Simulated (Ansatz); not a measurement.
The parent structure is BeO in the wurtzite structure (space group P6_3mc, No. 186; a = 2.690 Å, c = 4.370 Å). Axes: x lies along a and z along c of the hexagonal cell.

All numbers come from Ansatz (a program for electronic structure), r2SCAN, PAW, cutoff 500 eV, scalar-relativistic without spin-orbit coupling.

Strains are applied to the cell and any free atomic positions relax; under biaxial strain the out-of-plane vector relaxes too.

One change was made to it. Results:

The valence-band top at Γ (three highest levels, from the VBM) goes from 0.00, -0.04, -0.04 eV to 0.00, 0.00, -0.42 eV; the gap character is still direct at Γ; the band gap rises by 0.48 eV to 9.03 eV.

**Question.** Which of these changes matches the shifts?
A) tensor shear ε_xz = −3.08 %
B) isotropic strain −0.91 %
C) tensor shear ε_yz = −1.68 %
D) biaxial strain −4.06 %, plane normal [001], relaxed out of plane

**Answer.** D, biaxial strain −4.06 %, plane normal [001], relaxed out of plane. For comparison, the band gap in the other runs: isotropic strain −0.91 % gives 8.86 eV; tensor shear ε_yz = −1.68 % gives 8.46 eV; tensor shear ε_xz = −3.08 % gives 8.35 eV.

No phonon test of stability was made. k-point labels follow each cell's own Brillouin zone.
